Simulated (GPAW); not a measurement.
# KF (Carobbiite) (Fm-3m) in GPAW: settings compared, part 2 of 2

GPAW 26.7.0.

### Step 5. Equation of state, PBEsol

The input, run.py:

```python
from ase import Atoms
from ase.eos import EquationOfState
from ase.io import Trajectory
from ase.units import GPa
from gpaw import GPAW, PW, setup_paths

setup_paths.insert(0, '.')

atoms = Atoms(['K', 'F'],
              cell=[[0.0, 2.67185, 2.67185],
                    [2.67185, 0.0, 2.67185],
                    [2.67185, 2.67185, 0.0]],
              scaled_positions=[[0.0, 0.0, 0.0],
                                [0.5, 0.5, 0.5]],
              pbc=True)

traj = Trajectory('eos.traj', 'w')
volumes, energies = [], []
for x in [0.94, 0.96, 0.98, 1.0, 1.02, 1.04, 1.06]:
    a = atoms.copy()
    a.set_cell(atoms.cell * x**(1 / 3), scale_atoms=True)
    calc = GPAW(mode=PW(800),
                xc='PBEsol',
                kpts={'size': (9, 9, 9), 'gamma': True},
                occupations={'name': 'fermi-dirac', 'width': 0.05},
                nbands=16,
                convergence={'density': 1e-05, 'energy': 1e-05},
                maxiter=150,
                txt=f'eos-{x:.2f}.txt')
    a.calc = calc
    energies.append(a.get_potential_energy(force_consistent=True))
    volumes.append(a.get_volume())
    p = -a.get_stress()[:3].mean() / GPa
    calc.write(f'eos-{x:.2f}.gpw')
    traj.write(a)
    print(f'{x:.2f} {volumes[-1]:10.4f} A^3 {energies[-1]:14.6f} eV {p:9.3f} GPa', flush=True)

v0, e0, B = EquationOfState(volumes, energies, eos='birchmurnaghan').fit()
print(f'V0 = {v0:.4f} A^3, E0 = {e0:.6f} eV, B0 = {B / GPa:.2f} GPa')
```

Potentials or basis: PAW data sets generated in the run's folder for this functional, pw.

Command:

```console
gpaw-setup -f PBEsol F K
OMP_NUM_THREADS=1 python run.py
```

Log:

```text
__  _  _
 | _ |_)|_||  |
 |__||  | ||/\| - 26.7.0

Input parameters:
  mode=PW(ecut=800.0),
  convergence={'density': 1e-05, 'energy': 1e-05},
  kpts=MonkhorstPack(size=(9, 9, 9), gamma=True),
  maxiter=150,
  nbands=16,
  occupations=Occupations(name='fermi-dirac', width=0.05),
  xc=XC(name='PBEsol')

Diagonalizing LCAO Hamiltonian
Converting LCAO to pw mode

               F

       K

Atoms  # Å, Bohr magnetons
|   | symbol |        x |        y |        z |    initial magnetic moments |
|---|--------|----------|----------|----------|-----------------------------|
| 0 |      K | 0.000000 | 0.000000 | 0.000000 | ( 0.0000,  0.0000,  0.0000) |
| 1 |      F | 2.617307 | 2.617307 | 2.617307 | ( 0.0000,  0.0000,  0.0000) |

Unit cell  # Å
| periodic |        x |        y |        z |  lengths |    angles |
|----------|----------|----------|----------|----------|-----------|
|      yes | 0.000000 | 2.617307 | 2.617307 | 3.701431 | 60.000000 |
|      yes | 2.617307 | 0.000000 | 2.617307 | 3.701431 | 60.000000 |
|      yes | 2.617307 | 2.617307 | 0.000000 | 3.701431 | 60.000000 |

Number of symmetries: 48
Symmetry operations  # r_c * U_cc + t_c -> r_c
|    | kind |            matrix            |
|----|------|------------------------------|
|  0 |  σ   |  1, 0, 0,  1, 0,-1,  1,-1, 0 |
|  1 |  C2  |  1, 0, 0,  1,-1, 0,  1, 0,-1 |
|  2 |  E   |  1, 0, 0,  0, 1, 0,  0, 0, 1 |
|  3 |  σ   |  1, 0, 0,  0, 0, 1,  0, 1, 0 |
|  4 |  C4  |  1, 0,-1,  1, 0, 0,  1,-1, 0 |
|  5 |  S6  |  1, 0,-1,  1,-1, 0,  1, 0, 0 |
|  6 |  σ   |  1, 0,-1,  0, 1,-1,  0, 0,-1 |
|  7 |  C3  |  1, 0,-1,  0, 0,-1,  0, 1,-1 |
|  8 |  S6  |  1,-1, 0,  1, 0, 0,  1, 0,-1 |
|  9 |  C4  |  1,-1, 0,  1, 0,-1,  1, 0, 0 |
| 10 |  C3  |  1,-1, 0,  0,-1, 1,  0,-1, 0 |
| 11 |  σ   |  1,-1, 0,  0,-1, 0,  0,-1, 1 |
| 12 |  σ   |  0, 1, 0,  1, 0, 0,  0, 0, 1 |
| 13 |  C4  |  0, 1, 0,  0, 1,-1, -1, 1, 0 |
| 14 |  C3  |  0, 1, 0,  0, 0, 1,  1, 0, 0 |
| 15 |  S6  |  0, 1, 0, -1, 1, 0,  0, 1,-1 |
| 16 |  C2  |  0, 1,-1,  1, 0,-1,  0, 0,-1 |
| 17 |  σ   |  0, 1,-1,  0, 1, 0, -1, 1, 0 |
| 18 |  S4  |  0, 1,-1,  0, 0,-1,  1, 0,-1 |
| 19 |  C4  |  0, 1,-1, -1, 1, 0,  0, 1, 0 |
| 20 |  C3  |  0, 0, 1,  1, 0, 0,  0, 1, 0 |
| 21 |  σ   |  0, 0, 1,  0, 1, 0,  1, 0, 0 |
| 22 |  S6  |  0, 0, 1,  0,-1, 1, -1, 0, 1 |
| 23 |  C4  |  0, 0, 1, -1, 0, 1,  0,-1, 1 |
| 24 |  S4  |  0, 0,-1,  1, 0,-1,  0, 1,-1 |
| 25 |  C3  |  0, 0,-1,  0, 1,-1,  1, 0,-1 |
| 26 |  C2  |  0, 0,-1,  0,-1, 0, -1, 0, 0 |
| 27 |  S6  |  0, 0,-1, -1, 0, 0,  0,-1, 0 |
| 28 |  S4  |  0,-1, 1,  1,-1, 0,  0,-1, 0 |
| 29 |  C4  |  0,-1, 1,  0, 0, 1, -1, 0, 1 |
| 30 |  C2  |  0,-1, 1,  0,-1, 0,  1,-1, 0 |
| 31 |  σ   |  0,-1, 1, -1, 0, 1,  0, 0, 1 |
| 32 |  C3  |  0,-1, 0,  1,-1, 0,  0,-1, 1 |
| 33 |  S6  |  0,-1, 0,  0, 0,-1, -1, 0, 0 |
| 34 |  S4  |  0,-1, 0,  0,-1, 1,  1,-1, 0 |
| 35 |  C2  |  0,-1, 0, -1, 0, 0,  0, 0,-1 |
| 36 |  C2  | -1, 1, 0,  0, 1, 0,  0, 1,-1 |
| 37 |  S6  | -1, 1, 0,  0, 1,-1,  0, 1, 0 |
| 38 |  S4  | -1, 1, 0, -1, 0, 1, -1, 0, 0 |
| 39 |  C3  | -1, 1, 0, -1, 0, 0, -1, 0, 1 |
| 40 |  S6  | -1, 0, 1,  0, 0, 1,  0,-1, 1 |
| 41 |  C2  | -1, 0, 1,  0,-1, 1,  0, 0, 1 |
| 42 |  C3  | -1, 0, 1, -1, 1, 0, -1, 0, 0 |
| 43 |  S4  | -1, 0, 1, -1, 0, 0, -1, 1, 0 |
| 44 |  C2  | -1, 0, 0,  0, 0,-1,  0,-1, 0 |
| 45 |  i   | -1, 0, 0,  0,-1, 0,  0, 0,-1 |
| 46 |  σ   | -1, 0, 0, -1, 1, 0, -1, 0, 1 |
| 47 |  C2  | -1, 0, 0, -1, 0, 1, -1, 1, 0 |

BZ-sampling:
  Number of BZ points: 729
  Number of IBZ points: 35

  Monkhorst-Pack size: [9, 9, 9]
  Monkhorst-Pack shift: [0, 0, 0]

K-points  # in reciprocal-cell coordinates
|     |                                coordinates |     weight |
|-----|--------------------------------------------|------------|
|   0 | (  0.00000000,   0.00000000,   0.00000000) | 0.00137174 |
|   1 | (  0.11111111,   0.11111111,   0.00000000) | 0.00823045 |
|   2 | (  0.11111111,   0.11111111,   0.11111111) | 0.01097394 |
|   3 | (  0.22222222,   0.11111111,   0.11111111) | 0.01646091 |
|   4 | (  0.22222222,   0.22222222,   0.00000000) | 0.00823045 |
|   5 | (  0.22222222,   0.22222222,   0.11111111) | 0.03292181 |
|   6 | (  0.22222222,   0.22222222,   0.22222222) | 0.01097394 |
|   7 | (  0.33333333,   0.22222222,   0.11111111) | 0.03292181 |
|   8 | (  0.33333333,   0.22222222,   0.22222222) | 0.03292181 |
|   9 | (  0.33333333,   0.33333333,  -0.33333333) | 0.01646091 |
| ... |                                            |            |
|  34 | (  0.44444444,   0.44444444,   0.44444444) | 0.01097394 |

Plane wave coefficients: 1863
Cutoff: 800.0 eV

Spin-components: 1 (collinear spins)
Bands:           16
Projectors:      10
Spin-degeneracy: 2
Datatype:        complex128

Parallelization:
  kpt:    1
  domain: 1
  band:   1

Density:
  Valence electrons: 16.0
  Components: 1
  Grid points: [25 25 25]
  Charge: 0.0  # |e|

Potential:
  Grid points: [25 25 25]

species:
  K:
    name:    Potassium
    Z:       19.0
    valence: 9
    core:    10
    charge:  0.0  # [|e|]
    compensation charges:
      type: gauss
      rc: 0.35  # [Å]
      lmax: 2
    cutoffs:
      filter: 1.91  # [Å]
      core: 1.27  # [Å]
    projectors
    | kind |    occ | energy [eV] | rcut [Å] |
    |------|--------|-------------|----------|
    |   3s |  2.000 |     -35.262 |    1.122 |
    |   4s |  1.000 |      -2.301 |    1.122 |
    |   3p |  6.000 |     -18.797 |    1.106 |
    |    p |        |       8.414 |    1.106 |
    |    d |        |       0.000 |    0.937 |

    Using partial waves for K as LCAO basis

  F:
    name:    Fluorine
    Z:       9.0
    valence: 7
    core:    2
    charge:  0.0  # [|e|]
    compensation charges:
      type: gauss
      rc: 0.20  # [Å]
      lmax: 2
    cutoffs:
      filter: 1.14  # [Å]
      core: 0.74  # [Å]
    projectors
    | kind |    occ | energy [eV] | rcut [Å] |
    |------|--------|-------------|----------|
    |   2s |  2.000 |     -29.719 |    0.635 |
    |   2p |  5.000 |     -11.050 |    0.635 |
    |    s |        |      -2.507 |    0.635 |
    |    p |        |      16.162 |    0.635 |
    |    d |        |       0.000 |    0.635 |

    Using partial waves for F as LCAO basis

Reference energy: -19066.438704  # eV

eigensolver:
  PPCG
  Converge bands: occupied
  niter=2

density mixing:
  MSR1-Mixer
  Pratt-step length: 0.05
  Maximum mixing coefficient: 0.75
  Old densities: 10
  SVD Regularization: 0.005
  Good broyden scale: 1.0
  Trust region scale: 1.0
  Backstep threshold: 4.0
  History deletion threshold: 6.0
  Fourier metric: weight=20.0, sigma=0.015

occupation numbers:
  Fermi-Dirac:
    width: 0.0500  # eV

poisson solver:
  ecut: 6400.0  # eV

xc functional:
  name: PBEsol with 2 nearest neighbor stencil

convergence criteria:
- Maximum integral of absolute [dens]ity change: 1e-05 electrons / valence electron
- Maximum [total energy] change in last 3 cyles: 1e-05 eV / valence electron
- Maximum integral of absolute [eigenst]ate change: 4e-08 eV^2 / valence electron
maximum number of iterations: 150

SCF iterations
|iter     | |      energy | eigst |  dens |
|---------|-|-------------|-------|-------|
|iter:   1| |   -9.309119 | -0.17 |       |
|iter:   2| |   -9.145094 | -2.39 | -1.19 |
|iter:   3| |   -8.664033 | -0.81 | -1.23 |
|iter:   4| |   -8.657193 | -2.52 | -1.56 |
|iter:   5| |   -8.661369 | -3.24 | -1.84 |
|iter:   6| |   -8.661914 | -4.60 | -2.49 |
|iter:   7| |   -8.661967 | -5.83 | -3.19 |
|iter:   8| |   -8.661975c| -6.45 | -3.62 |
|iter:   9| |   -8.661975c| -7.46c| -4.75 |
|iter:  10| |   -8.661975c| -7.65c| -5.07c|

Converged in 10 steps
Energy contributions relative to reference atoms: (reference = -19066.438704)

Energy contributions:
  Kinetic:           6.398439
  Coulomb:          -4.764016
  Zero:             -0.628482
  External:          0.000000
  Xc:               -9.667916
  Entropy:          -0.000000
  Spinorbit:         0.000000
  ----------------------------
  Free energy:      -8.661975
  Extrapolated:     -8.661975

dipole moment: (-19.067739, -19.067739, -19.067739)  # |e|*Ang

Fermi level: 1.927
Eigenvalues  # (at kpt = [0.000, 0.000, 0.000])
| band index |      eig [eV] | occ [0-2] |
|------------|---------------|-----------|
|          0 |       -25.894 |     2.000 |
|          1 |       -18.700 |     2.000 |
|          2 |        -9.189 |     2.000 |
|          3 |        -9.189 |     2.000 |
|          4 |        -9.189 |     2.000 |
|          5 |        -0.127 |     2.000 |
[... 8 lines left out ...]
|         14 |        16.917 |     0.000 |
|         15 |        25.037 |     0.000 |

Gap: 6.362 eV
Transition (v -> c):
  (s=0, k=0, n=7, [0.00, 0.00, 0.00]) -> (s=0, k=0, n=8, [0.00, 0.00, 0.00])
No difference between direct/indirect transitions

Stress tensor  # eV/Ang^3
|         x |         y |         z |
|-----------|-----------|-----------|
| -0.003963 |  0.000000 | -0.000000 |
|  0.000000 | -0.003963 | -0.000000 |
| -0.000000 | -0.000000 | -0.003963 |

# Writing to eos-0.94.gpw (mode='')
```

Run time: 2.1 min. Hardware: 1 thread of Arm Neoverse V2, shared host; peak memory 0.21 GiB.

Results:

```
Equilibrium volume                      : 18.70 Å³/atom
Bulk modulus                            : 33 GPa
Pressure derivative of the bulk modulus : 3.6 (rough: it moves with the points fitted)
```

Energy against volume, from the lowest point:
```
volume (Å³/atom)  energy (meV/atom)
          17.929               3.50
          18.311               0.86
          18.692               0.00
          19.074               0.73
          19.455               2.97
          19.837               6.39
          20.218              11.17
```

### Step 6. Band structure, r2SCAN

The input, run.py:

```python
from ase import Atoms
from ase.dft.bandgap import bandgap
from ase.io import write
from ase.units import GPa
from gpaw import GPAW, PW

atoms = Atoms(['K', 'F'],
              cell=[[0.0, 2.67185, 2.67185],
                    [2.67185, 0.0, 2.67185],
                    [2.67185, 2.67185, 0.0]],
              scaled_positions=[[0.0, 0.0, 0.0],
                                [0.5, 0.5, 0.5]],
              pbc=True)

calc = GPAW(mode=PW(800),
            xc='MGGA_X_R2SCAN+MGGA_C_R2SCAN',
            kpts={'size': (9, 9, 9), 'gamma': True},
            occupations={'name': 'fermi-dirac', 'width': 0.05},
            nbands=16,
            convergence={'density': 1e-05, 'energy': 1e-05},
            maxiter=150,
            txt='gpaw.txt')
atoms.calc = calc
energy = atoms.get_potential_energy()
forces = atoms.get_forces()
stress = atoms.get_stress()
calc.write('gs.gpw')
write('result.traj', atoms)
print(f'Energy: {energy:.6f} eV')
print('Forces (eV/A):')
print(forces.round(4))
print('Stress (GPa):', (stress / GPa).round(3))
print('Fermi level:', round(calc.get_fermi_level(), 4), 'eV')
print(f'Gap: {bandgap(calc)[0]:.4f} eV, direct: {bandgap(calc, direct=True)[0]:.4f} eV')

path = atoms.cell.bandpath('GXWKGLUWLK,UX', npoints=80, eps=1e-4)
bs_calc = calc.fixed_density(kpts=path, symmetry='off', nbands=26,
                             convergence={'bands': 'CBM+6.0', 'eigenstates': 1e-6}, txt='bands.txt')
bs = bs_calc.band_structure()
bs.write('bs.json')
print(f'Gap on the path: {bandgap(bs_calc)[0]:.4f} eV')
```

Potentials or basis: GPAW PAW data sets (gpaw-data 1.2.1), pw.

Command:

```console
OMP_NUM_THREADS=1 python run.py
```

gpaw.txt:

```text
__  _  _
 | _ |_)|_||  |
 |__||  | ||/\| - 26.7.0

Input parameters:
  mode=PW(ecut=800.0),
  convergence={'density': 1e-05, 'energy': 1e-05},
  kpts=MonkhorstPack(size=(9, 9, 9), gamma=True),
  maxiter=150,
  nbands=16,
  occupations=Occupations(name='fermi-dirac', width=0.05),
  xc=XC(name='MGGA_X_R2SCAN+MGGA_C_R2SCAN')

Diagonalizing LCAO Hamiltonian
Converting LCAO to pw mode

               F

       K

Atoms  # Å, Bohr magnetons
|   | symbol |        x |        y |        z |    initial magnetic moments |
|---|--------|----------|----------|----------|-----------------------------|
| 0 |      K | 0.000000 | 0.000000 | 0.000000 | ( 0.0000,  0.0000,  0.0000) |
| 1 |      F | 2.671850 | 2.671850 | 2.671850 | ( 0.0000,  0.0000,  0.0000) |

Unit cell  # Å
| periodic |        x |        y |        z |  lengths |    angles |
|----------|----------|----------|----------|----------|-----------|
|      yes | 0.000000 | 2.671850 | 2.671850 | 3.778567 | 60.000000 |
|      yes | 2.671850 | 0.000000 | 2.671850 | 3.778567 | 60.000000 |
|      yes | 2.671850 | 2.671850 | 0.000000 | 3.778567 | 60.000000 |

Number of symmetries: 48
[... 199 lines left out ...]

Energy contributions:
  Kinetic:           2.544117
  Coulomb:          -0.731918
  Zero:             -0.720732
  External:          0.000000
  Xc:              -15.952276
  Entropy:          -0.000000
  Spinorbit:         0.000000
  ----------------------------
  Free energy:     -14.860810
  Extrapolated:    -14.860810

dipole moment: (-19.488465, -19.488465, -19.488465)  # |e|*Ang

Fermi level: 4.811
Eigenvalues  # (at kpt = [0.000, 0.000, 0.000])
| band index |      eig [eV] | occ [0-2] |
|------------|---------------|-----------|
|          0 |       -27.949 |     2.000 |
|          1 |       -20.696 |     2.000 |
|          2 |       -10.462 |     2.000 |
|          3 |       -10.462 |     2.000 |
|          4 |       -10.462 |     2.000 |
|          5 |        -0.899 |     2.000 |
[... 8 lines left out ...]
|         14 |        16.262 |     0.000 |
|         15 |        24.497 |     0.000 |

Gap: 6.834 eV
Transition (v -> c):
  (s=0, k=0, n=7, [0.00, 0.00, 0.00]) -> (s=0, k=0, n=8, [0.00, 0.00, 0.00])
No difference between direct/indirect transitions

Forces  # eV/Ang
|        x |       y |       z |
|----------|---------|---------|
| -0.00000 | 0.00000 | 0.00000 |  # K    0
|  0.00000 | 0.00000 | 0.00000 |  # F    1

Stress tensor  # eV/Ang^3
|         x |        y |         z |
|-----------|----------|-----------|
|  0.009203 | 0.000000 | -0.000000 |
|  0.000000 | 0.009203 |  0.000000 |
| -0.000000 | 0.000000 |  0.009203 |

# Writing to gs.gpw (mode='')
```

stdout:

```text
Energy: -14.860810 eV
Forces (eV/A):
[[-0.  0.  0.]
 [ 0.  0.  0.]]
Stress (GPa): [ 1.474  1.474  1.474  0.    -0.     0.   ]
Fermi level: 4.811 eV
Gap: 6.8341 eV, direct: 6.8341 eV
Gap on the path: 6.8341 eV
```

It took 2.2 min on 1 thread of Arm Neoverse V2, shared host; peak memory 0.34 GiB.

What came out:

```
Free energy             : -14.8608 eV
Pressure                : -1.5 GPa
Band gap on the k mesh  : 6.83 eV, direct
Band gap along the path : 6.83 eV, direct
```

Levels at the corners of the path, in eV from the valence-band top:
```csv
point,band 5,band 6,band 7,band 8,band 9,band 10,band 11,band 12
Γ,-9.56,0.00,0.00,0.00,6.83,11.43,11.43,11.43
X,-9.77,-0.20,-0.05,-0.05,8.79,11.21,12.39,14.45
W,-9.65,-0.39,-0.16,-0.16,10.32,10.32,12.09,14.29
K,-9.71,-0.32,-0.19,-0.19,9.54,11.32,11.97,14.34
Γ,-9.56,0.00,0.00,0.00,6.83,11.43,11.43,11.43
L,-9.60,-0.76,-0.33,-0.33,9.69,11.21,12.85,12.85
U,-9.71,-0.32,-0.19,-0.19,9.54,11.32,11.97,14.34
W,-9.65,-0.39,-0.16,-0.16,10.32,10.32,12.09,14.29
L,-9.60,-0.76,-0.33,-0.33,9.69,11.21,12.85,12.85
K,-9.71,-0.32,-0.19,-0.19,9.54,11.32,11.97,14.34
U,-9.71,-0.32,-0.19,-0.19,9.54,11.32,11.97,14.34
X,-9.77,-0.20,-0.05,-0.05,8.79,11.21,12.39,14.45
```

Caveat: the PAW data sets were made with another functional, which shifts forces and pressure a little. r2SCAN opens gaps a little over a GGA but as a rule still falls short of measured ones.

### Step 7. Overview

| task | level | potentials or basis | band path | band points | gap on the mesh (eV) | pressure (GPa) |
| --- | --- | --- | --- | --- | --- | --- |
| band structure | LDA | the program's PAW data sets (release 1.2.1) made for this functional, pw | GXWKGLUWLK,UX | 80 | 5.80 | -4.3 |
| equation of state | LDA | the program's PAW data sets (release 1.2.1) made for this functional, pw | - | - | - | - |
| band structure | PBE | GPAW PAW data sets (gpaw-data 1.2.1), pw | GXWKGLUWLK,UX | 80 | 6.18 | 0.6 |
| equation of state | PBEsol | PAW data sets generated in the run's folder for this functional, pw | - | - | - | - |
| band structure | r2SCAN | GPAW PAW data sets (gpaw-data 1.2.1), pw | GXWKGLUWLK,UX | 80 | 6.83 | -1.5 |

Alike in all rows: no spin polarisation; cell as given; k mesh 9 × 9 × 9; cutoff (eV) 800; smearing fermi-dirac 0.05 eV.

Caveats: the minimum lies outside the volumes run (some runs); the PAW data sets were made with another functional, which shifts forces and pressure a little (some runs).

Total energies depend on the potentials used, so only differences within one code and one set of settings carry meaning.
